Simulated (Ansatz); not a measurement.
# AgCl (Chlorargyrite): a single-point run

Aim: a sound single-point run of AgCl (Chlorargyrite). The structure is shown as the input types it.

The COD entry's cell or inner coordinates are ideal or old and differ from later refinements, so a difference from it is no clean test against experiment.

Program: Ansatz 0.2.0. Level of theory: DFT, LDA, all-electron LAPW, scalar-relativistic. These are calculated values, not measurements.

1 further run of the same task is left out (it didn't finish).

**1. Starting point**

The structure is tetragonal, space group I4mm (No. 107). Conventional cell: a = 3.868 Å, b = 3.868 Å, c = 5.470 Å, α = 90.00°, β = 90.00°, γ = 90.00°. Ag (site symmetry 4mm) has 1 Cl at 1.59 Å as nearest neighbours. Cl (site symmetry 4mm) has 1 Ag at 1.59 Å as nearest neighbours.

As a file:

```
CELL_PARAMETERS angstrom
0.00000 2.73500 2.73500
2.73500 0.00000 2.73500
2.73500 2.73500 0.00000
ATOMIC_POSITIONS crystal
Ag 0.89500 0.89500 0.10500
Cl 0.60500 0.60500 0.39500
```

**2. The run**

File input.yaml:

```yaml
crystal:
  lattice:
    - [0.0, 2.735, 2.735]
    - [2.735, 0.0, 2.735]
    - [2.735, 2.735, 0.0]
  atoms:
    - { symbol: Ag, position: [-0.105, -0.105, 0.105] }
    - { symbol: Cl, position: [0.605, 0.605, 0.395] }
kpoints:
  mp_grid: { grid: [7, 7, 7] }
scf:
  occupations: { method: fermi_dirac, width: 0.03 }
  mixing: { algorithm: anderson, beta: 1.5, ndim: 1, preconditioner: none }
  max_iter: 75
hamiltonian:
  xc: lda
  pseudopotentials: { kind: all_electron, lapw: { basis_error: 0.001 } }
output:
  forces: true
  stress: true
  eigenvalues: true
  populations: true
```

Launch:

```bash
$ ansatz run input.yaml --threads 1 --pin off --max-ram 2048MiB --backend cpu --events-out ev --progress --plain --runs-dir out
```

What happens when this is run?

The run ended at the input check. Its message: «invalid value for `scf.mixing.beta`: must be finite and in (0, 1]; got 1.5»

The program checks this value's range before starting, and it fails the check.

Fix: choose a value inside the allowed range.
